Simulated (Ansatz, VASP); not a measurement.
# C62O: VASP beside Ansatz

Aim: how closely do two programs agree when they are given the same cell, functional and k mesh? The cell is taken from a series of runs on this material, whose earlier steps may have relaxed, scaled, displaced or heated it; both programs get it as it stands.

Program: Ansatz 0.2.0. Level of theory: plane waves, with VASP 6.6.1 beside it; HSE06. Results are calculated unless marked as measured.

### 1. The structure

The cell holds 63 atoms: 62 C and 1 O. Cell: a = 7.108 Å, b = 7.108 Å, c = 7.108 Å, α = 90.0°, β = 90.0°, γ = 90.0°. It derives from C (C (Fd-3m)). Nearest the centre at fractional (0.438, 0.438, 0.562): O63 at 0.96 Å, C41 at 1.93 Å, C12 at 1.93 Å, C26 at 1.99 Å, C37 at 2.02 Å, C59 at 2.02 Å, C22 at 2.03 Å, C45 at 2.59 Å.

### 2. Ansatz: single point, HSE06

Ansatz runs on its default PAW (the set named soft_2) files.

A single point takes one fixed geometry, so differences don't come from the geometry; what else differs is listed under the comparison.

Contents of input.yaml:

```yaml
crystal:
  lattice:
    - [7.107606, 0.0, 0.0]
    - [0.0, 7.107606, 0.0]
    - [0.0, 0.0, 7.107606]
  atoms:
    - { symbol: C, position: [-0.00073419889, 0.00036175401, 0.00017421827] }
    - { symbol: C, position: [0.00088919032, 0.25037585969, 0.25119855621] }
    - { symbol: C, position: [0.24954829907, 0.0013504733, 0.2508255643] }
    - { symbol: C, position: [0.24969038808, 0.25056268332, 0.00185221042] }
    - { symbol: C, position: [0.12485296474, 0.12570764522, 0.12578059968] }
    - { symbol: C, position: [0.12798373746, 0.37844203909, 0.37792961367] }
    - { symbol: C, position: [0.37801545711, 0.12739272194, 0.37699519176] }
    - { symbol: C, position: [0.3752488181, 0.37596274062, 0.12620800228] }
    - { symbol: C, position: [3.051371e-05, 0.00083898615, 0.49939736613] }
    - { symbol: C, position: [-0.00241284443, 0.25056273536, 0.74974522019] }
    - { symbol: C, position: [0.24951952085, -0.0019820087, 0.74991941772] }
    - { symbol: C, position: [0.25016215094, 0.24844635411, 0.50618444792] }
    - { symbol: C, position: [0.12316708424, 0.12351270157, 0.6264810914] }
    - { symbol: C, position: [0.12288419827, 0.37446700334, 0.87655271012] }
    - { symbol: C, position: [0.37295729398, 0.12350984098, 0.87627217703] }
    - { symbol: O, position: [0.36169069694, 0.35381287636, 0.63774511866] }
    - { symbol: C, position: [-0.00046074128, 0.50105870287, -0.00010269335] }
    - { symbol: C, position: [-0.00055259931, 0.75037598512, 0.25007373522] }
    - { symbol: C, position: [0.25271359835, 0.50216393177, 0.25198818521] }
    - { symbol: C, position: [0.24939793283, 0.74982239394, -0.00062726289] }
    - { symbol: C, position: [0.12440269171, 0.62515585574, 0.12444000443] }
    - { symbol: C, position: [0.12448793785, 0.87612065908, 0.37520179241] }
    - { symbol: C, position: [0.36998499919, 0.63342723382, 0.36689831805] }
    - { symbol: C, position: [0.37622566801, 0.87708282918, 0.12343442116] }
    - { symbol: C, position: [-0.00067048479, 0.50052836662, 0.49988022993] }
    - { symbol: C, position: [6.717735e-05, 0.74982414786, 0.75004456995] }
    - { symbol: C, position: [0.24454898937, 0.49896434451, 0.75488722353] }
    - { symbol: C, position: [0.25258690143, 0.74845566735, 0.49811158161] }
    - { symbol: C, position: [0.12697150505, 0.6232670249, 0.62222369326] }
    - { symbol: C, position: [0.12456300427, 0.87457235736, 0.87487795127] }
    - { symbol: C, position: [0.37721556573, 0.62327071807, 0.87246725722] }
    - { symbol: C, position: [0.37525024594, 0.87381798782, 0.62418809534] }
    - { symbol: C, position: [0.50004066798, 0.00083961097, -0.00059472942] }
    - { symbol: C, position: [0.50162078928, 0.25335519229, 0.25162626137] }
    - { symbol: C, position: [0.74959840724, 0.00028812779, 0.24984005614] }
    - { symbol: C, position: [0.7482447384, 0.2503750681, -0.00144769573] }
    - { symbol: C, position: [0.62429755685, 0.1253140883, 0.12397471893] }
    - { symbol: C, position: [0.63273670205, 0.37091417415, 0.36670457175] }
    - { symbol: C, position: [0.87546144851, 0.12531573053, 0.37514193198] }
    - { symbol: C, position: [0.87598607119, 0.37717716663, 0.12345341957] }
    - { symbol: C, position: [0.5000197977, -0.00068493107, 0.49941902837] }
    - { symbol: C, position: [0.49325669023, 0.24844569976, 0.74927697022] }
    - { symbol: C, position: [0.74861522816, 0.00135091418, 0.74989248871] }
    - { symbol: C, position: [0.74781083428, 0.2533537883, 0.49781868469] }
    - { symbol: C, position: [0.62244526726, 0.12739232415, 0.62142234284] }
    - { symbol: C, position: [0.62151072761, 0.3784438998, 0.87145207153] }
    - { symbol: C, position: [0.87366160279, 0.12570678024, 0.87458772812] }
    - { symbol: C, position: [0.87322773527, 0.37596147289, 0.62419108429] }
    - { symbol: C, position: [0.49955930215, 0.50052878208, 0.0001066744] }
    - { symbol: C, position: [0.49808447027, 0.75018045364, 0.24992543435] }
    - { symbol: C, position: [0.74936049354, 0.49891246026, 0.25008078868] }
    - { symbol: C, position: [0.7493634915, 0.75037783846, -8.55687e-06] }
    - { symbol: C, position: [0.62467191365, 0.62549125346, 0.12521857915] }
    - { symbol: C, position: [0.62493481649, 0.87459319453, 0.37450603692] }
    - { symbol: C, position: [0.87422335964, 0.62549157961, 0.3747681707] }
    - { symbol: C, position: [0.87457531692, 0.8754334883, 0.12486517025] }
    - { symbol: C, position: [0.50132717359, 0.74845740356, 0.74685000275] }
    - { symbol: C, position: [0.74744800151, 0.50216301962, 0.74672369487] }
    - { symbol: C, position: [0.74951828481, 0.75018186682, 0.50135719138] }
    - { symbol: C, position: [0.63253726941, 0.63342591493, 0.62944984299] }
    - { symbol: C, position: [0.62423803305, 0.87612360379, 0.87495232373] }
    - { symbol: C, position: [0.87499599244, 0.62515730353, 0.87503471803] }
    - { symbol: C, position: [0.87600650803, 0.8770831292, 0.62321379265] }
  host:
    repeats: [2, 2, 2]
    atoms:
      - { symbol: C, position: [0.0, 0.0, 0.0] }
      - { symbol: C, position: [0.0, 0.5, 0.5] }
      # ... 6 more atoms of the perfect host
basis:
  ecutwfc: 420
  xc_grid: 2
hamiltonian:
  xc: hse06
kpoints:
  mp_grid: { grid: [1, 1, 1] }
magnetization:
  spin_polarized: true
  initial_magnetization: 2
  spin_locking: { lock_magnetization: hard }
scf:
  occupations: { method: fermi_dirac, width: 0.01 }
  max_iter: 60
  n_extra_bands: 16
  lower_state_search: "off"
output:
  forces: true
checkpoint:
  read: "../exc.ground.q0_M2.run"
  write: "../exc0_q0_M2.ground.lm0.5.run"
  compress: false
  write_wavefunctions: false
  write_every: 100000
```

Started as:

```
$ ansatz run input.yaml --threads 4 --pin off --max-ram 11304MiB --backend cpu --events-out ev --progress --plain --runs-dir out
```

The program printed:

```text
Warning: the atoms were moved onto the symmetric positions of the space group found under crystal.symmetry.tolerance 1.0e-5 (fractional; no operation is sought that the atoms, as they stand in a round, miss by more than twice it, and no atom is moved by as much as it), and the run uses the moved positions. Before a round's move an operation carried an atom to 4.00e-5 Å from where it should land, the largest such dist [...]
[...]
Free energy (F): -16107.317348 eV
Frozen-core exchange: fock
Harris-Foulkes:  -16107.317348 eV  (|F-HF|=7.28e-11)
Internal energy: -16107.317348 eV  (E = F + TS)
E sigma→0 (E₀):  -16107.317348 eV
Fermi energy:    15.370980 (↑ 15.375239, ↓ 14.820089) eV
--- Per-component energies (eV) ---
  E_band       = 672.628145
  E_kinetic    = 5916.833219
  E_local      = -4246.843175  (includes V_loc(G=0)·N_el)
  E_nonlocal   = 1670.956501
  E_hartree    = 999.486033
  E_xc         = -2506.419726
  E_vxc        = -3081.881849  (∫ρ·V_xc dr)
  E_exx        = -588.136690  (= α·E_x^exact, valence–valence)
  E_paw        = -6313.477498  (= ΣΔE_a)
  E_vpaw       = -409.138616  (= ΣTr[D̂ρ^β])
  E_aug_tail   = 0.002988  (compensation charges beyond the density's cutoff)
  E_ewald      = -11038.624811
  E_core_change = -1.094191  (= ΣΔE_core)
  E_smearing   = -0.000000  (= −TS)
  E_closure    = 0.000001  (closes the sum)
  Σ components = -16107.317348   (vs F -16107.317348, Δ=0.00e0)
--- Forces (eV/Å), atoms counted from 1 ---
  atom   1  C      0.04246938     0.04108875    -0.04246938
  atom   2  C      0.06159721     0.13896648    -0.05629319
  atom   3  C      0.16949509     0.05708057    -0.04212317
  atom   4  C     -0.05262817    -0.07461102    -0.08144121
  atom   5  C     -0.04194807    -0.00782811     0.05215166
  atom   6  C     -0.02435837    -0.27732331     0.10585978
  atom   7  C     -0.31498488    -0.02358538     0.09657747
  atom   8  C      0.03723803     0.03697742    -0.01257105
  atom   9  C     -0.01253929    -0.00783853     0.00390193
  atom  10  C      0.08144121    -0.07461102     0.05262817
  atom  11  C     -0.09812151     0.05849866     0.09812151
  atom  12  C     -1.18279014    -1.13201838    -1.64462529
  atom  13  C      0.10834193     0.12222313    -0.04772921
  atom  14  C      0.01806309    -0.16494335    -0.01806309
  atom  15  C      0.04772921     0.12222313    -0.10834193
  atom  16  O     -0.23319023     2.00210789     0.23319023
  atom  17  C     -0.01020017     0.09592880     0.01020017
  atom  18  C      0.05530572     0.03369965    -0.03807568
  atom  19  C     -0.01322528    -0.05685176    -0.03146417
  atom  20  C      0.06153538     0.03070058    -0.05585640
  atom  21  C      0.00929820     0.04541996     0.04249056
  atom  22  C     -0.00617574    -0.03599453    -0.03633949
  atom  23  C     -0.42824282     0.24983504    -0.26786761
  atom  24  C     -0.28687055    -0.12077010     0.08421394
[...]
atom  56  C     -0.03396082    -0.02714614     0.03396082
  atom  57  C     -0.09138812     0.02809233     0.00913598
  atom  58  C      0.03146417    -0.05685176     0.01322528
  atom  59  C     -0.07157961    -0.06017578    -0.44517571
  atom  60  C      0.26786761     0.24983504     0.42824282
  atom  61  C      0.03633949    -0.03599453     0.00617574
  atom  62  C     -0.04249056     0.04541996    -0.00929820
  atom  63  C     -0.08421394    -0.12077010     0.28687055
  max |Σ_I F_I| component: 4.59e-5 eV/Å
--- Band table (eV) ---
  k-point 0 ↑: bands = ["-14.9604", "-10.7741", "-8.7818", "-8.7358", "-8.5152", "-8.5105", "-8.3192", "-7.7543", "-6.5734", "-6.5499", "-6.3546", "-6.3356", "-6.1851", "-6.1693", "-6.1606", "-6.1354", "-6.0327", "-6.0279", "-5.5337", "-5.1639", "-4.8144", "-4.7756", "-4.3502", "-2.6720", "-2.6200", "-2.4219", "-2.1534", "-2.0425", "-1.8465", "-1.7520", "-1.5517", "-1.5295", "-1.3572", "-1.1430", "-1.0656", "-0.9918" [...]
  k-point 0 ↓: bands = ["-14.9433", "-10.7420", "-8.7599", "-8.7144", "-8.4688", "-8.4629", "-8.2778", "-7.7299", "-6.5555", "-6.5308", "-6.3339", "-6.3148", "-6.1517", "-6.1130", "-6.1119", "-6.1005", "-5.9629", "-5.9605", "-5.4690", "-5.1409", "-4.7430", "-4.7026", "-4.2244", "-2.6060", "-2.5484", "-2.3921", "-2.1295", "-2.0076", "-1.8203", "-1.7283", "-1.5087", "-1.4833", "-1.3256", "-1.1113", "-1.0537", "-0.9783" [...]
  guard bands above this table: 15 of the run's 144 bands. The solve was not asked for them (output.publish_guard_bands: true or output.eigenvalues: true publishes all)
```

### 3. VASP: single point, HSE06

The same cell, functional, mesh and smearing now go to VASP, with its own data sets.

Lines of VASP's logs that name or quote its potential files are left out, and so is its time.

The run reads the wave functions of an earlier VASP run, which isn't shown here.

Contents of INCAR:

```
SYSTEM = C62O
PREC = Accurate
ENCUT = 520
EDIFF = 1E-06
NELM = 100
ISMEAR = -1
SIGMA = 0.01
LREAL = Auto
ALGO = Normal
LHFCALC = .TRUE.
AEXX = 0.25
GGA = PE
HFSCREEN = 0.208
LASPH = .TRUE.
NBANDS = 171
ISPIN = 2
MAGMOM = 0 -0 -0 -0 0 0.01 0.01 0.01 0.01 -0 -0 -0 0 0 0 0.01 -0 -0 -0 0.02 0.02 0.27 0.02 -0 -0 -0 -0 0.01 0 0.01 0.01 0.01 -0 -0 -0 0.02 0.27 0.02 0.02 -0 -0 -0 -0 0.01 0.01 0 0.01 -0 -0.01 -0.01 -0 0.01 0.01 0.01 0 -0 -0 -0.01 0.27 0.02 0.02 0.02 0.01
PRECFOCK = Fast
LORBIT = 11
LWAVE = .FALSE.
LCHARG = .FALSE.
ISIF = 2
NUPDOWN = 2
```

Contents of POSCAR:

```
C62O
1.0
    7.1076060000      0.0000000000      0.0000000000
    0.0000000000      7.1076060000      0.0000000000
    0.0000000000      0.0000000000      7.1076060000
C O
62 1
Direct
    0.9992658011      0.0003617540      0.0001742183
    0.0008891903      0.2503758597      0.2511985562
    0.2495482991      0.0013504733      0.2508255643
    0.2496903881      0.2505626833      0.0018522104
    0.1248529647      0.1257076452      0.1257805997
    0.1279837375      0.3784420391      0.3779296137
    0.3780154571      0.1273927219      0.3769951918
    0.3752488181      0.3759627406      0.1262080023
    0.0000305137      0.0008389861      0.4993973661
    0.9975871556      0.2505627354      0.7497452202
    0.2495195208      0.9980179913      0.7499194177
    0.2501621509      0.2484463541      0.5061844479
    0.1231670842      0.1235127016      0.6264810914
    0.1228841983      0.3744670033      0.8765527101
    0.3729572940      0.1235098410      0.8762721770
    0.9995392587      0.5010587029      0.9998973067
    0.9994474007      0.7503759851      0.2500737352
    0.2527135983      0.5021639318      0.2519881852
    0.2493979328      0.7498223939      0.9993727371
    0.1244026917      0.6251558557      0.1244400044
    0.1244879379      0.8761206591      0.3752017924
    0.3699849992      0.6334272338      0.3668983180
    0.3762256680      0.8770828292      0.1234344212
    0.9993295152      0.5005283666      0.4998802299
    0.0000671773      0.7498241479      0.7500445700
    0.2445489894      0.4989643445      0.7548872235
    0.2525869014      0.7484556674      0.4981115816
    0.1269715050      0.6232670249      0.6222236933
    0.1245630043      0.8745723574      0.8748779513
    0.3772155657      0.6232707181      0.8724672572
    0.3752502459      0.8738179878      0.6241880953
    0.5000406680      0.0008396110      0.9994052706
    0.5016207893      0.2533551923      0.2516262614
    0.7495984072      0.0002881278      0.2498400561
    0.7482447384      0.2503750681      0.9985523043
    0.6242975569      0.1253140883      0.1239747189
    0.6327367021      0.3709141742      0.3667045717
    0.8754614485      0.1253157305      0.3751419320
    0.8759860712      0.3771771666      0.1234534196
    0.5000197977      0.9993150689      0.4994190284
    0.4932566902      0.2484456998      0.7492769702
    0.7486152282      0.0013509142      0.7498924887
    0.7478108343      0.2533537883      0.4978186847
    0.6224452673      0.1273923242      0.6214223428
    0.6215107276      0.3784438998      0.8714520715
    0.8736616028      0.1257067802      0.8745877281
    0.8732277353      0.3759614729      0.6241910843
    0.4995593022      0.5005287821      0.0001066744
    0.4980844703      0.7501804536      0.2499254344
    0.7493604935      0.4989124603      0.2500807887
    0.7493634915      0.7503778385      0.9999914431
    0.6246719136      0.6254912535      0.1252185792
    0.6249348165      0.8745931945      0.3745060369
    0.8742233596      0.6254915796      0.3747681707
    0.8745753169      0.8754334883      0.1248651702
    0.5013271736      0.7484574036      0.7468500027
    0.7474480015      0.5021630196      0.7467236949
    0.7495182848      0.7501818668      0.5013571914
    0.6325372694      0.6334259149      0.6294498430
    0.6242380331      0.8761236038      0.8749523237
    0.8749959924      0.6251573035      0.8750347180
    0.8760065080      0.8770831292      0.6232137927
    0.3616906969      0.3538128764      0.6377451187
```

Contents of KPOINTS:

```
Automatic mesh
0
Gamma
1 1 1
0 0 0
```

Potentials, in the order of the species: C and O (PBE family, release 64).

Started as:

```
$ export OMP_NUM_THREADS=3
$ mpirun -np 1 vasp_gam
```

The program printed:

```text
[banner, memory and clock lines left out]
running    1 mpi-ranks, on    1 nodes
[...]
Offloading initialized ...    1 GPUs detected
[...]
LDA part: xc-table for (Slater+PW92), standard interpolation
 found WAVECAR, reading the header
 POSCAR, INCAR and KPOINTS ok, starting setup
[...]
reading WAVECAR
 the WAVECAR file was read successfully
 initial charge from wavefunction
 entering main loop
       N       E                     dE             d eps       ncg     rms          rms(c)
DAV:   1    -0.649143271310E+03   -0.64914E+03   -0.84250E+00   704   0.787E+00    0.410E+00
DAV:   2    -0.649178921724E+03   -0.35650E-01   -0.20404E-01   808   0.108E+00    0.248E+00
DAV:   3    -0.649161726325E+03    0.17195E-01   -0.18975E-02   784   0.369E-01    0.135E+00
DAV:   4    -0.649156935992E+03    0.47903E-02   -0.56401E-03   794   0.194E-01    0.718E-01
[...]
DAV:   9    -0.649155006872E+03    0.91714E-05   -0.51322E-06   776   0.673E-03    0.339E-02
DAV:  10    -0.649155004542E+03    0.23295E-05   -0.11320E-06   469   0.350E-03    0.190E-02
DAV:  11    -0.649155004208E+03    0.33476E-06   -0.53181E-07   392   0.250E-03
   1 F= -.64915500E+03 E0= -.64915500E+03  d E =-.776067E-13  mag=     2.0000
```

From OUTCAR (step 3):

```text
  FREE ENERGIE OF THE ION-ELECTRON SYSTEM (eV)
  ---------------------------------------------------
  free  energy   TOTEN  =      -649.1550042076 eV

  energy  without entropy=     -649.1550042076  energy(sigma->0) =     -649.15500421

 magnetization (x)
# of ion       s       p       d       tot
------------------------------------------
    1       -0.000   0.001   0.000   0.001
    2       -0.001  -0.002   0.000  -0.003
    3       -0.001  -0.002   0.000  -0.003
    4       -0.000  -0.001   0.000  -0.002
    5        0.000   0.002   0.000   0.002
    6        0.001   0.006   0.000   0.007
    7        0.001   0.006   0.000   0.007
    8        0.000   0.010   0.000   0.010
    9       -0.000   0.009   0.000   0.009
   10       -0.000  -0.001   0.000  -0.002
   11       -0.000  -0.001   0.000  -0.002
   12       -0.000  -0.002   0.000  -0.002
   13        0.000   0.003   0.000   0.003
[...]
--------------------------------------------------
tot          0.152   1.151   0.000   1.303

[... 1 further part left out ...]
```

The run ends at a pressure of -0.03 GPa, with forces up to 2.4 eV/Å.

### 4. Side by side

Known differences besides the potentials themselves: exact exchange at q = 0 is treated differently, which shows on coarse meshes; VASP keeps PBE cores, Ansatz makes them for the functional; the cutoff is 420 eV in Ansatz and 520 eV in VASP (PREC = Accurate, projectors in real space); VASP takes a coarser grid for exact exchange (PRECFOCK = Fast); site moments are counted in spheres of each program's own size. Total energies have different zeros and are not compared.

Compared:

```csv
quantity,Ansatz,VASP,difference
"total moment, fixed by the input (μB)",2.00,2.00,0.00
moment on C37 (μB),0.27,0.36,-0.09
moment on C22 (μB),0.27,0.35,-0.09
moment on C59 (μB),0.27,0.35,-0.09
```

Forces on 7 of the 63 atoms, those with the largest forces and the largest differences (eV/Å; atoms numbered as in POSCAR):

```csv
atom,"Ansatz x, y, z","VASP x, y, z"
C12,"-1.183, -1.132, -1.645","-1.232, -1.154, -1.736"
C22,"-0.428, 0.250, -0.268","-0.416, 0.240, -0.259"
C26,"0.008, 0.545, -0.008","0.022, 0.578, -0.022"
C37,"0.274, -0.474, -0.274","0.265, -0.455, -0.265"
C41,"1.645, -1.132, 1.183","1.736, -1.154, 1.232"
C59,"0.268, 0.250, 0.428","0.259, 0.240, 0.416"
O63,"-0.233, 2.002, 0.233","-0.260, 2.071, 0.260"
```

The forces differ by 14 meV/Å r.m.s., which is 4.2 % of the r.m.s. force of 0.320 eV/Å (both taken over all components).

### 5. What came out

| Quantity | Value |
| --- | --- |
| r.m.s. force difference (single point, HSE06) | 4.2 % of the r.m.s. force |

**Reading.** The r.m.s. force difference is 4.2 % of the r.m.s. force (single point, HSE06), beyond the 3 % picked in this series as the mark of a large difference. What causes the difference of the single point, HSE06 pair stays open here. Such differences can come from data sets, numerical settings and the points named under the comparisons, not from the functional's error against experiment.

[Lines on the potential files, build, host, timing and source positions are cut from VASP's logs without a mark.]

[Logs are printed without paths, hosts, clocks, repeated set-up lines and the standing remarks that a program may print on its own settings, such as how far it seeks lower states.]

[Hosts, paths, dates, database ids (printed as entryN), source tags and the programs' standing remarks are cut or masked in the printed files.]
